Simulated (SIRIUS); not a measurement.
# Al (Fm-3m) in SIRIUS: reference runs

Aim: a first look at Al with PBEsol, on the cell as given and on a disturbed one.

Everything below comes from runs of SIRIUS 7.10.0. Logs are shortened: lines on timing, memory, paths and dates and some standing lists are left out, and cuts for length are marked. The log counts tension as positive stress, the text compression.

## (1) Starting point

The structure is cubic, space group Fm-3m (No. 225). Conventional cell: a = 4.050 Å, b = 4.050 Å, c = 4.050 Å, α = 90.00°, β = 90.00°, γ = 90.00°. Al (site symmetry m-3m) is surrounded by 12 Al at 2.86 Å.

## (2) Single point, PBEsol

The input, sirius.json:

```json
{
  "control": {
    "processing_unit": "cpu",
    "verbosity": 2,
    "num_bands_to_print": 7,
    "print_forces": true,
    "print_stress": true
  },
  "parameters": {
    "electronic_structure_method": "pseudopotential",
    "xc_functionals": ["XC_GGA_X_PBE_SOL", "XC_GGA_C_PBE_SOL"],
    "gk_cutoff": 6.4,
    "pw_cutoff": 12.8,
    "ngridk": [11, 11, 11],
    "shiftk": [0, 0, 0],
    "smearing": "fermi_dirac",
    "smearing_width": 0.0018374661,
    "num_bands": 7,
    "num_mag_dims": 0,
    "num_dft_iter": 100,
    "energy_tol": 1e-08,
    "density_tol": 1e-06
  },
  "iterative_solver": {
    "type": "davidson",
    "min_tolerance": 1e-09,
    "tolerance_scale": [0.1, 0.25]
  },
  "mixer": {
    "type": "anderson",
    "beta": 0.7,
    "max_history": 8
  },
  "settings": {
    "tol_ne": 1e-10,
    "pseudo_grid_cutoff": 6.5
  },
  "unit_cell": {
    "lattice_vectors": [
      [0.0, 0.707106781187, 0.707106781187],
      [0.707106781187, 0.0, 0.707106781187],
      [0.707106781187, 0.707106781187, 0.0]
    ],
    "lattice_vectors_scale": 5.4112434042,
    "atom_coordinate_units": "lattice",
    "atom_types": ["Al"],
    "atom_files": {
      "Al": "Al.json"
    },
    "atoms": {
      "Al": [
        [0.0, 0.0, 0.0]
      ]
    }
  }
}
```

Potentials or basis: PseudoDojo 0.4.1 PBEsol standard (scalar relativistic).

Started as:

```console
$ upf_to_json Al.upf
$ OMP_NUM_THREADS=1 sirius.scf --input=sirius.json --output=out.json --task=0
```

Log:

```text
[info] SIRIUS version : 7.10.0
[info] number of MPI ranks           : 1
[info] MPI grid                      : 1 1
[info] maximum number of OMP threads : 1
[fft] FFT context for density and potential
[fft] =====================================
[fft]   comm size                             : 1
[fft]   plane wave cutoff                     : 12.8
[fft]   grid size                             : 25 25 25   total : 15625
[fft]   grid limits                           : -12 12   -12 12   -12 12
[fft]   number of G-vectors within the cutoff : 1972
[fft]   local number of G-vectors             : 1972
[fft]   number of G-shells                    : 136
[fft] FFT context for coarse grid
[fft] =====================================
[fft]   comm size                             : 1
[fft]   plane wave cutoff                     : 12.8
[fft]   grid size                             : 25 25 25   total : 15625
[fft]   grid limits                           : -12 12   -12 12   -12 12
[fft]   number of G-vectors within the cutoff : 1972
[fft]   local number of G-vectors             : 1972
[fft]   number of G-shells                    : 136
[unit cell] lattice vectors
[unit cell]   a1 :       0.0000000000      3.8263269058      3.8263269058
[unit cell]   a2 :       3.8263269058      0.0000000000      3.8263269058
[unit cell]   a3 :       3.8263269058      3.8263269058      0.0000000000
[unit cell] reciprocal lattice vectors
[unit cell]   b1 :      -0.8210465888      0.8210465888      0.8210465888
[unit cell]   b2 :       0.8210465888     -0.8210465888      0.8210465888
[unit cell]   b3 :       0.8210465888      0.8210465888     -0.8210465888
[unit cell] unit cell volume :       112.04080243 [a.u.^3]
[unit cell] 1/sqrt(omega)    :         0.09447391
[unit cell] MT volume        :         0.00000000 ( 0.00%)
[unit cell] IT volume        :       112.04080243 (100.00%)
[unit cell] number of atom types : 1
[unit cell] type id : 0 symbol : Al mt_radius :  18.750000 num_atoms : 1
[unit cell] total number of atoms : 1
[unit cell] number of symmetry classes : 1
[unit cell] number of PAW atoms : 0
[unit cell] atom id  type id  class id             position                      vector_field
[unit cell] ------------------------------------------------------------------------------------------
[unit cell]      0        0        0      0.00000   0.00000   0.00000      0.00000   0.00000   0.00000
[unit cell] atom id         position (Cartesian, a.u.)
[unit cell] ---------------------------------------------
[unit cell]      0       0.000000    0.000000    0.000000
[unit cell] class id : 0 atom id : 0
[unit cell] minimum bond length:     5.411243
[unit cell] total number of pseudo wave-functions: 4
[sym] space group number   : 225
[sym] international symbol : Fm-3m
[sym] Hall symbol          : -F 4 2 3
[sym] space group transformation matrix :
[sym]   0.0000  0.5000  0.5000
[sym]   0.5000  0.0000  0.5000
[sym]   0.5000  0.5000  0.0000
[sym] space group origin shift :
[sym]   0.0000  0.0000  0.0000
[sym] number of space group operations  : 48
[sym] number of magnetic group operations : 48
[sym] metric tensor error: 0.0000e+00
[sym] rotation matrix error: 7.7028e-17
[sym] symmetry operations
[... list of symmetry operations ...]
[atom type] label          : Al
[atom type] --------------------------------------------------------------------------------
[atom type] symbol         : Al
[atom type] name           :
[atom type] zn             : 3
[atom type] mass           : 0
[atom type] mt_radius      : 18.75
[atom type] num_mt_points  : 1876
[atom type] grid_origin    : 0
[atom type] grid_name      : external
[atom type] number of core electrons    : 0
[atom type] number of valence electrons : 3
[atom type] total number of radial functions : 6
[... 151 lines left out ...]
[... levels, occupations and energy terms ...]
[find] Total energy                   :      -2.32021397 (Ha),      -4.64042793 (Ry)
[find] Free energy (E-TS)             :      -2.32036101 (Ha),      -4.64072201 (Ry)
[find] band gap (eV)                  :       0.00000000
[find] Efermi                         :       0.28730076
[find] iteration : 2, RMS : 3.515097386591e-05, energy difference : -4.123636191711e-05
[find] Hartree energy of density residual : 3.556350791837e-08
[find] | SCF iteration   3 out of 100|
[diagonalize] iterative solver tolerance (occupied, empty): 3.5151e-06 3.5151e-06
[diagonalize] average number of iterations: 6
[find] Total energy                   :      -2.32021794 (Ha),      -4.64043588 (Ry)
[find] Free energy (E-TS)             :      -2.32036494 (Ha),      -4.64072987 (Ry)
[find] band gap (eV)                  :       0.00000000
[find] Efermi                         :       0.28730749
[find] iteration : 3, RMS : 1.216331954324e-05, energy difference : -3.971322093843e-06
[find] Hartree energy of density residual : 7.800245921089e-10
[find] | SCF iteration   4 out of 100|
[diagonalize] iterative solver tolerance (occupied, empty): 8.78774e-07 8.78774e-07
[... 19 lines left out ...]
[find] Total energy                   :      -2.32021843 (Ha),      -4.64043687 (Ry)
[find] Free energy (E-TS)             :      -2.32036542 (Ha),      -4.64073084 (Ry)
[find] band gap (eV)                  :       0.00000000
[find] Efermi                         :       0.28731242
[find] iteration : 6, RMS : 2.895375758526e-07, energy difference : -1.071070698799e-08
[find] Hartree energy of density residual : 3.538297657963e-12
[find] | SCF iteration   7 out of 100|
[diagonalize] iterative solver tolerance (occupied, empty): 1.09313e-08 1.09313e-08
[diagonalize] average number of iterations: 3.10714
[find] Total energy                   :      -2.32021844 (Ha),      -4.64043687 (Ry)
[find] Free energy (E-TS)             :      -2.32036542 (Ha),      -4.64073084 (Ry)
[find] band gap (eV)                  :       0.00000000
[find] Efermi                         :       0.28731246
[find] iteration : 7, RMS : 7.547187965800e-08, energy difference : -1.724042242301e-09
[find] Hartree energy of density residual : 4.404581695990e-14
[find] bands are converged : false
[find] iterative solver converged : false
[find] +------------------------------+
[find] | SCF iteration   8 out of 100|
[find] +------------------------------+
[diagonalize] iterative solver tolerance (occupied, empty): 2.73281e-09 2.73281e-09
[diagonalize] average number of iterations: 3.30357
[diagonalize] Lowest band energies
[diagonalize] ik:    0   -0.120576    0.748955    0.748955    0.800156    0.800156    0.800156    0.891598
[diagonalize] ik:    1   -0.112363    0.641592    0.724771    0.724771    0.826210    0.836637    0.836637
[diagonalize] ik:    2   -0.087799    0.507980    0.697749    0.697749    0.818217    0.866934    0.866934
[diagonalize] ik:    3   -0.047109    0.382346    0.682725    0.682725    0.810671    0.810947    0.810947
[diagonalize] ik:    4    0.009349    0.268485    0.681079    0.681079    0.758738    0.758738    0.813381
[diagonalize] ...
[diagonalize] ik:   51    0.205203    0.253692    0.309694    0.432938    0.650270    0.777232    1.078688
[diagonalize] ik:   52    0.094010    0.326201    0.378619    0.442685    0.769814    0.824723    0.885112
[diagonalize] ik:   53    0.163941    0.247332    0.369156    0.402605    0.803501    0.836378    0.921701
[diagonalize] ik:   54    0.185338    0.306009    0.307736    0.364437    0.750546    0.812150    0.961601
[diagonalize] ik:   55    0.236014    0.245479    0.296734    0.365766    0.795928    0.898858    0.908853
[find] Charges and magnetic moments
[find] --------------------------------------------------------------------------------
[find] total charge          : 3.000000
[find] Energy
[find] --------------------------------------------------------------------------------
[find] valence_eval_sum               :       0.37471515
[find] <rho|V^{XC}>                   :      -1.08554572
[find] <rho|E^{XC}>                   :      -1.08087351
[find] <mag|B^{XC}>                   :       0.00000000
[find] <rho|V^{H}>                    :       0.00712689
[find] one-electron contribution      :       1.45313398 (Ha),       2.90626796 (Ry)
[find] hartree contribution           :       0.00356345
[find] xc contribution                :      -1.08087351
[find] ewald contribution             :      -2.69604242
[find] PAW contribution               :       0.00000000
[find] smearing (-TS)                 :      -0.00014698
[find] SCF correction                 :       0.00000008
[find] Total energy                   :      -2.32021844 (Ha),      -4.64043687 (Ry)
[find] Free energy (E-TS)             :      -2.32036542 (Ha),      -4.64073084 (Ry)
[find] band gap (eV)                  :       0.00000000
[find] Efermi                         :       0.28731244
[find] iteration : 8, RMS : 5.264742033852e-08, energy difference : -2.157953815640e-10
[find] Hartree energy of density residual : 6.109464961221e-14
[find] bands are converged : false
[find] iterative solver converged : true
[find] converged after 9 SCF iterations!
[find] Charges and magnetic moments
[find] --------------------------------------------------------------------------------
[find] total charge          : 3.000000
[find] Energy
[find] --------------------------------------------------------------------------------
[find] valence_eval_sum               :       0.37471515
[find] <rho|V^{XC}>                   :      -1.08554572
[find] <rho|E^{XC}>                   :      -1.08087351
[find] <mag|B^{XC}>                   :       0.00000000
[find] <rho|V^{H}>                    :       0.00712689
[find] one-electron contribution      :       1.45313398 (Ha),       2.90626796 (Ry)
[find] hartree contribution           :       0.00356345
[find] xc contribution                :      -1.08087351
[find] ewald contribution             :      -2.69604242
[find] PAW contribution               :       0.00000000
[find] smearing (-TS)                 :      -0.00014698
[find] SCF correction                 :       0.00000008
[find] Total energy                   :      -2.32021844 (Ha),      -4.64043687 (Ry)
[find] Free energy (E-TS)             :      -2.32036542 (Ha),      -4.64073084 (Ry)
[find] band gap (eV)                  :       0.00000000
[find] Efermi                         :       0.28731244
[ground_state] === stress tensor components [kbar] ===
[ground_state] === stress_kin ===
[ground_state] -1490.386986   -0.000000   -0.000000
[ground_state]    -0.000000-1490.386986    0.000000
[ground_state]    -0.000000    0.000000-1490.386986
[ground_state] === stress_har ===
[ground_state]    -3.119107   -0.000000    0.000000
[ground_state]    -0.000000   -3.119107    0.000000
[ground_state]     0.000000    0.000000   -3.119107
[ground_state] === stress_ewald ===
[ground_state]  2359.863387    0.000000   -0.000000
[ground_state]     0.000000 2359.863387   -0.000000
[ground_state]    -0.000000   -0.000000 2359.863387
[ground_state] === stress_vloc ===
[ground_state]  -126.295957   -0.000000   -0.000000
[ground_state]    -0.000000 -126.295957    0.000000
[ground_state]    -0.000000    0.000000 -126.295957
[ground_state] === stress_xc ===
[ground_state]    11.243368    0.000000   -0.000000
[ground_state]     0.000000   11.243368   -0.000000
[ground_state]    -0.000000   -0.000000   11.243368
[ground_state] === stress_core ===
[ground_state]   773.062592    0.000000   -0.000000
[ground_state]     0.000000  773.062592   -0.000000
[ground_state]    -0.000000   -0.000000  773.062592
[ground_state] === stress_nonloc ===
[ground_state] -1503.756606   -0.000000   -0.000000
[ground_state]    -0.000000-1503.756606    0.000000
[ground_state]    -0.000000    0.000000-1503.756606
[ground_state] === stress_us_nl ===
[ground_state] -1503.756606   -0.000000   -0.000000
[ground_state]    -0.000000-1503.756606    0.000000
[ground_state]    -0.000000    0.000000-1503.756606
[ground_state] === stress_total ===
[ground_state]    20.610691   -0.000000   -0.000000
[ground_state]    -0.000000   20.610691    0.000000
[ground_state]    -0.000000    0.000000   20.610691
[ground_state] ==== total Forces in Ha/bohr =====
[ground_state] atom:    0, force:       0.0000000      0.0000000      0.0000000
[... 8 lines left out ...]
[ground_state] ==== Ewald forces from ions =====
[ground_state] atom:    0, force:       0.0000000      0.0000000      0.0000000
[~DFT_ground_state] local op. applied: 10290
[~DFT_ground_state] evp. work count: 6724.99
[~DFT_ground_state] number of iterative solver steps: 1980
```

Wall time 5.2 s (1 thread of Arm Neoverse V1, shared host); peak memory 0.18 GiB.

What came out:

```
Free energy            : -63.1404 eV
Pressure               : -2.1 GPa
Band gap on the k mesh : none (metal or under the smearing width)
```

## (3) Single point, PBEsol (cell strained at random at fixed volume)

Edit sirius.json of step 2 so:

```diff
@@ -39,7 +39,7 @@
     "lattice_vectors": [
-      [0.0, 0.707106781187, 0.707106781187],
-      [0.707106781187, 0.0, 0.707106781187],
-      [0.707106781187, 0.707106781187, 0.0]
+      [0.016945856283, 0.696721871908, 0.717141179378],
+      [0.72294488925, -0.00295581249, 0.737042848151],
+      [0.721998774503, 0.715677072114, -0.002009343923]
     ],
-    "lattice_vectors_scale": 5.4112434042,
+    "lattice_vectors_scale": 5.340924737,
     "atom_coordinate_units": "lattice",
@@ -51,3 +51,3 @@
       "Al": [
-        [0.0, 0.0, 0.0]
+        [0.005978, -0.013119, 0.021168]
       ]
```

Potentials or basis: PseudoDojo 0.4.1 PBEsol standard (scalar relativistic).

Started as:

```console
$ upf_to_json Al.upf
$ OMP_NUM_THREADS=1 sirius.scf --input=sirius.json --output=out.json --task=0
```

Log:

```text
[info] SIRIUS version : 7.10.0
[info] number of MPI ranks           : 1
[info] MPI grid                      : 1 1
[info] maximum number of OMP threads : 1
[fft] FFT context for density and potential
[fft] =====================================
[fft]   comm size                             : 1
[fft]   plane wave cutoff                     : 12.8
[fft]   grid size                             : 24 25 25   total : 15000
[fft]   grid limits                           : -11 12   -12 12   -12 12
[fft]   number of G-vectors within the cutoff : 1985
[fft]   local number of G-vectors             : 1985
[fft]   number of G-shells                    : 1985
[fft] FFT context for coarse grid
[fft] =====================================
[fft]   comm size                             : 1
[fft]   plane wave cutoff                     : 12.8
[... 329 lines left out ...]
[ground_state] === stress_kin ===
[ground_state] -1499.173179   -1.319361    2.810738
[ground_state]    -1.319361-1497.281242   -3.641573
[ground_state]     2.810738   -3.641573-1476.467204
[ground_state] === stress_har ===
[ground_state]    -3.111717   -0.116299   -0.090017
[ground_state]    -0.116299   -2.698536    0.040227
[ground_state]    -0.090017    0.040227   -3.922419
[ground_state] === stress_ewald ===
[ground_state]  2357.811110   32.192284   31.824285
[ground_state]    32.192284 2355.313347  -41.817265
[ground_state]    31.824285  -41.817265 2364.946918
[ground_state] === stress_vloc ===
[ground_state]  -123.332261  -31.562940  -30.296274
[ground_state]   -31.562940 -117.772039   39.776366
[ground_state]   -30.296274   39.776366 -134.114793
[ground_state] === stress_xc ===
[ground_state]    11.250964   -0.053484   -0.052167
[ground_state]    -0.053484   11.239964    0.069209
[ground_state]    -0.052167    0.069209   11.270557
[ground_state] === stress_core ===
[ground_state]   773.355524   -0.981612   -0.910408
[ground_state]    -0.981612  773.771505    1.184182
[ground_state]    -0.910408    1.184182  772.551790
[ground_state] === stress_nonloc ===
[ground_state] -1506.963512    9.159208    8.314384
[ground_state]     9.159208-1511.846803  -10.823762
[ground_state]     8.314384  -10.823762-1498.861577
[ground_state] === stress_us_nl ===
[ground_state] -1506.963512    9.159208    8.314384
[ground_state]     9.159208-1511.846803  -10.823762
[ground_state]     8.314384  -10.823762-1498.861577
[ground_state] === stress_total ===
[ground_state]     9.836930    7.317797   11.600541
[ground_state]     7.317797   10.726198  -15.212616
[ground_state]    11.600541  -15.212616   35.403274
[ground_state] ==== total Forces in Ha/bohr =====
[ground_state] atom:    0, force:       0.0000000      0.0000000      0.0000000
[... 8 lines left out ...]
[ground_state] ==== Ewald forces from ions =====
[ground_state] atom:    0, force:       0.0000000      0.0000000      0.0000000
[~DFT_ground_state] local op. applied: 122179
[~DFT_ground_state] evp. work count: 80319.7
[~DFT_ground_state] number of iterative solver steps: 22579
```

It took 45 s on 1 thread of Arm Neoverse V1, shared host; peak memory 0.53 GiB.

Results:

```yaml
Free_energy: -63.1351 eV
Pressure: -1.9 GPa
Band_gap_on_the_k_mesh: none (metal or under the smearing width)
```
